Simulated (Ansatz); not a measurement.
**Strain response of Ag**

Level of theory: DFT PBEsol, scalar-relativistic, plane waves, PAW (Ansatz). (420 eV cutoff, 24×24×12 k-mesh, Gaussian smearing of 0.10 eV, no spin polarisation)

Reference structure (relaxed):

```xyz
2
Lattice="2.8670 0.0000 0.0000 -1.4335 2.4829 0.0000 0.0000 0.0000 4.6908" Properties=species:S:1:pos:R:3 pbc="T T T"
Ag    0.0000    1.6553    1.1727
Ag    1.4335    0.8276    3.5181
```

Deformation: c alone is stretched, the rest of the cell is held and the atoms relax, all within the symmetry that the strain leaves. Energies are extrapolated to zero smearing. Stress is positive in compression, on the Cartesian axes of the cell above. On this cell's mesh the reference holds a stress of up to 0.23 GPa.

Strains computed: -3.0, -2.0, -1.0, +1.0, +2.0, +3.0 %.

Problem. At which strain does the energy stand 1.2 meV/atom over the relaxed crystal with σxx = 0.60, σyy = 0.60, σzz = 2.25 GPa?

Solution. -1.0 %.

This form isn't the element's structure at ambient conditions.